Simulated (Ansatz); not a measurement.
# BeTe: band gap under strain

Aim: follow the gap of BeTe built on the zincblende prototype through these states: +4.0 % strain along [111] alone; -0.5 % equal strain in all directions; -4.0 % strain along x alone. The table at the end shows which levels were run.

Code: Ansatz 0.2.0. PAW datasets, plane waves. Spin-unpolarised throughout; all numbers are computed.

## 1. The system as given

The unstrained cell was relaxed with r2SCAN; in each strained cell the atoms were relaxed again with r2SCAN. Names of k-points are those of the unstrained zone, where strain can split equivalent points. First state: +4.0 % strain along [111] alone.

Space group R3m (No. 160), trigonal; a = 4.000 Å, c = 10.191 Å in the conventional setting, 23.54 Å³ an atom. Around Be lie 4 Te at 2.47–2.53 Å; around Te lie 4 Be at 2.47–2.53 Å.

Coordinates:

```cif
data_structure
_symmetry_space_group_name_H-M 'R3m:H'
_symmetry_Int_Tables_number 160
_cell_length_a 4.0003
_cell_length_b 4.0003
_cell_length_c 10.1906
_cell_angle_alpha 90.000
_cell_angle_beta 90.000
_cell_angle_gamma 120.000
_cell_volume 141.22
loop_
_atom_site_label
_atom_site_type_symbol
_atom_site_symmetry_multiplicity
_atom_site_Wyckoff_symbol
_atom_site_fract_x
_atom_site_fract_y
_atom_site_fract_z
_atom_site_occupancy
Be1 Be 3 a 0.66667 0.33333 0.33233 1
Te1 Te 3 a 0.66667 0.33333 0.08433 1
```

From earlier runs on the unstrained cell: PBE 2.02 eV, r2SCAN 2.38 eV, HSE06 2.69 eV, G0W0 2.83 eV (on its mesh); a = 5.657 Å.

## 2. +4.0 % strain along [111] alone: PBE

input.yaml reads:

```yaml
crystal:
  lattice:
    - [0.0754299633, 2.9040535856, 2.9040535856]
    - [2.9040535856, 0.0754299633, 2.9040535856]
    - [2.9040535856, 2.9040535856, 0.0754299633]
  atoms:
    - { symbol: Be, position: [0.0009990109, 0.0009990109, 0.0009990109] }
    - { symbol: Te, position: [0.2490009891, 0.2490009891, 0.2490009891] }
kpoints:
  mp_grid: { grid: [8, 8, 8] }
  band_path:
    path:
      - [0.0, 0.0, 0.0]
      - [-0.5, -0.5, 0.0]
      - [-0.375, -0.375, 0.25]
      - [-0.375, 0.0, 0.375]
      - [0.0, 0.0, 0.5]
      - [-0.5, -0.25, 0.25]
      - [0.0, 0.5, 0.5]
    npoints: 1
hamiltonian:
  xc: pbe
scf:
  occupations: { method: fermi_dirac, width: 0.02 }
  n_extra_bands: 4
output:
  forces: true
  stress: true
  eigenvalues: true
```

Launch:

```bash
$ ansatz run input.yaml --threads 4 --pin off --max-ram 4608MiB --backend cpu --events-out ev --progress --plain --runs-dir out
```

The runs that follow: +4.0 % strain along [111] alone: r2SCAN; +4.0 % strain along [111] alone: HSE06; +4.0 % strain along [111] alone: G0W0@PBE; -0.5 % equal strain in all directions: PBE; -0.5 % equal strain in all directions: r2SCAN; -0.5 % equal strain in all directions: HSE06; -0.5 % equal strain in all directions: G0W0@PBE; -4.0 % strain along x alone: PBE; -4.0 % strain along x alone: r2SCAN; -4.0 % strain along x alone: HSE06; -4.0 % strain along x alone: G0W0@PBE.

Q: Predict the outcome of this session.

The runs gave:

Least gap in eV (negative: overlap), with the change from the unstrained cell in brackets. G0W0 is on its own coarse mesh.

| state | volume change (%) | PBE | r2SCAN | HSE06 | G0W0 |
| --- | --- | --- | --- | --- | --- |
| +4.0 % strain along [111] alone | +4.0 | 1.99 (-0.03) | 2.33 (-0.05) | 2.66 (-0.03) | 2.80 (-0.03) |
| -0.5 % equal strain in all directions | -1.5 | 1.98 (-0.04) | 2.34 (-0.04) | 2.66 (-0.03) | 2.79 (-0.04) |
| -4.0 % strain along x alone | -4.0 | 1.60 (-0.42) | 1.94 (-0.44) | 2.25 (-0.44) | 2.40 (-0.43) |

In words: With HSE06, of the states in the table -4.0 % strain along x alone shifts the gap most, by -0.442 eV. PBE and HSE06 differ by 0.67 eV on the unstrained gap, and by at most 0.02 eV on its change: PBE follows the response to strain far better than the gap itself. Spin-orbit coupling is left out of the table, though the cell holds Te (Z = 52); in an element this heavy it can shift bands and gaps by tenths of an eV. The G0W0 figures hold for the stated bands, cutoff and mesh and aren't extrapolated.
